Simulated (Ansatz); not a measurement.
# Deforming Ni

```
Ni
1.0
     2.44802    0.00000    0.00000
    -1.22401    2.12005    0.00000
     0.00000    0.00000    4.07281
Ni
2
Direct
  0.33333 0.66667 0.25000
  0.66667 0.33333 0.75000
```

Atoms are numbered in the order listed.

The cell is the one relaxed in the Materials Project (mp-10257), not relaxed further here; entries there can be hypothetical.

Other magnetic orders may lie lower; this is the state that the run reached.

The calculation used DFT, LDA, all-electron LAPW, scalar-relativistic in Ansatz 0.2.0.

Sampling and basis: a Γ-centred 15×15×8 k mesh, Fermi–Dirac smearing of 0.08 eV, basis error target 1 meV/atom, spin-polarised from start moments Ni1 1.5, Ni2 1.5 μB.

The unchanged cell is at -10.77 GPa, so energy changes include a term −P ΔV where the volume moves.

In a metal, stresses and small energies carry noise from the k mesh.

x, y and z are the Cartesian axes of the cell as listed; fractional coordinates follow a strain, and an engineering shear is twice the off-diagonal strain component.

Q: One change gave: energy change -11 meV/atom; stress change (xx, yy, zz, yz, xz, xy) 8.17, 8.17, 3.59, 0.00, 0.00, 0.00 GPa, compression positive; moment 1.25 → 1.24 μB. Which change was it?
A. atom 1 (Ni) moved by (0.1414, 0.1414, 0.0000) Å
B. x and y strained by -1.5 %, z held
C. x and y strained by -4 %, z held

A: B. For x and y strained by -4 %, z held: energy change +11 meV/atom; stress change (xx, yy, zz, yz, xz, xy) 25.85, 25.85, 10.62, 0.00, 0.00, 0.00 GPa, compression positive; moment 1.25 → 1.19 μB. For atom 1 (Ni) moved by (0.1414, 0.1414, 0.0000) Å: energy change +17 meV/atom; stress change (xx, yy, zz, yz, xz, xy) -1.92, 1.67, 2.12, 0.00, 0.00, -1.77 GPa, compression positive; change of the force on Ni1 (-0.165, -0.260, 0.000) eV/Å; moment 1.25 → 1.24 μB.

Q: What force constant does this one finite step give for Ni1 along its displacement (all its periodic images move with it)?

A: k = −ΔF·u/|u|² = 1.50 eV/Å², so the force pulls the atom back.
